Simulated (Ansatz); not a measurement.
TiO2 built on the fluorite prototype was relaxed with r2SCAN, strained in 2 ways (changes of length per length), its atoms relaxed again with r2SCAN, and run with HSE06 in the PAW code Ansatz. All values are calculated for a non-magnetic cell, which may be hypothetical.

Uniaxial -1.78 % along x, other directions held. Input:
```yaml
crystal:
  lattice:
    - [0.0, 2.3968272404, 2.3968272404]
    - [2.3541637155, 0.0, 2.3968272404]
    - [2.3541637155, 2.3968272404, 0.0]
  atoms:
    - { symbol: Ti, position: [0.0, 0.0, 0.0] }
    - { symbol: O, position: [0.25, 0.25, 0.25] }
    - { symbol: O, position: [0.75, 0.75, 0.75] }
kpoints:
  mp_grid: { grid: [6, 6, 6] }
  band_path:
    path:
      - [0.0, 0.0, 0.0]
      - [0.5, 0.0, 0.5]
      - [0.625, 0.25, 0.625]
      - [0.375, 0.375, 0.75]
      - [0.5, 0.5, 0.5]
      - [0.5, 0.25, 0.75]
    npoints: 1
hamiltonian:
  xc: hse06
scf:
  occupations: { method: fixed }
  n_extra_bands: 4
output:
  forces: true
  stress: true
  eigenvalues: true
```

Main results, then levels in eV from the Fermi energy at the points of the path (names of the unstrained zone, bands numbered from 0):
```
Crystal: 3 atoms, lattice volume = 27.048 Å³
Basis set: ecut = 420 eV, 535 PW (Γ)
Symmetry: 16 space group operations
Space group: I4/mmm (ITA 139)
k-points: 30 of 216
Free energy (F): -3637.031556 eV
Fermi energy:    11.926240 eV
--- Forces (eV/Å), atoms counted from 1 ---
  atom   1  Ti      0.00000      0.00000      0.00000
  atom   2  O       0.00000      0.00000      0.00000
  atom   3  O       0.00000      0.00000      0.00000
--- Stress (GPa, compression-positive) ---
        8.620766       0.000000       0.000000
        0.000000      -2.534395       0.000000
        0.000000       0.000000      -2.534395
  P = ⅓ Tr σ = 1.1840 GPa (11.840 kbar)
```
```tsv
point	band_7	band_8	band_9	band_10	band_11	band_12	band_13	band_14
Γ	-6.917	-6.917	-1.268	-1.268	-0.959	2.453	2.557	6.918
X	-5.461	-5.302	-2.674	-2.327	-0.218	3.198	3.432	4.164
U	-5.642	-5.086	-3.339	-2.323	-0.706	3.249	3.522	4.533
K	-5.642	-5.086	-3.339	-2.323	-0.706	3.249	3.522	4.533
L	-5.654	-3.949	-3.906	-3.076	-3.033	2.843	2.884	4.176
W	-6.757	-3.905	-3.905	-2.513	-0.521	3.328	3.773	4.539
```

HSE06 gives an indirect gap of 2.45 eV, from X (0, -1/2, -1/2) to Γ; the least direct gap is 3.29 eV at X (0, -1/2, -1/2). With the atoms held, the mean pressure is +1.2 GPa (compression positive). (The program warns that its thresholds are loose for a hybrid's stress.)

Uniaxial +4.04 % along [111], other directions held. These blocks change:
```yaml
crystal:
  lattice:
    - [0.064554547, 2.4613817874, 2.4613817874]
    - [2.4613817874, 0.064554547, 2.4613817874]
    - [2.4613817874, 2.4613817874, 0.064554547]
  atoms:
    - { symbol: Ti, position: [0.0, 0.0, 0.0] }
    - { symbol: O, position: [0.2490957144, 0.2490957144, 0.2490957144] }
    - { symbol: O, position: [0.7509042856, 0.7509042856, 0.7509042856] }
output:
  forces: true
  stress: true
  eigenvalues: true
  write_density: true
  write_potential: true
  elf: true
  volumetric_format: npy
```

```
Crystal: 3 atoms, lattice volume = 28.651 Å³
Basis set: ecut = 420 eV, 549 PW (Γ)
Symmetry: 12 space group operations
Space group: R-3m (ITA 166)
k-points: 32 of 216
Free energy (F): -3636.969894 eV
Fermi energy:    10.762905 eV
--- Forces (eV/Å), atoms counted from 1 ---
  atom   1  Ti      0.00000      0.00000      0.00000
  atom   2  O       0.02236      0.02236      0.02236
  atom   3  O     -0.02236    -0.02236    -0.02236
--- Stress (GPa, compression-positive) ---
      -13.643415      -0.700768      -0.700768
       -0.700768     -13.643415      -0.700768
       -0.700768      -0.700768     -13.643415
  P = ⅓ Tr σ = -13.6434 GPa (-136.434 kbar)
```
```tsv
point	band_7	band_8	band_9	band_10	band_11	band_12	band_13	band_14
Γ	-6.328	-6.328	-1.005	-1.005	-0.869	2.580	2.580	6.518
X	-5.084	-4.857	-2.433	-2.053	0.000	3.252	3.375	3.949
U	-5.253	-4.578	-3.136	-1.918	-0.465	3.222	3.484	4.254
K	-5.253	-4.578	-3.136	-1.918	-0.465	3.222	3.484	4.254
L	-5.207	-3.569	-3.472	-2.709	-2.709	2.843	2.843	3.752
W	-6.313	-3.707	-3.536	-2.085	-0.255	3.378	3.665	4.221
```

HSE06 gives an indirect gap of 2.58 eV, from X to Γ; the least direct gap is 3.25 eV at X. With the atoms held, the mean pressure is -13.6 GPa (compression positive). (The program warns that its thresholds are loose for a hybrid's stress.)

The meshes of the hybrids are coarse, so their gaps aren't converged to the digits shown.
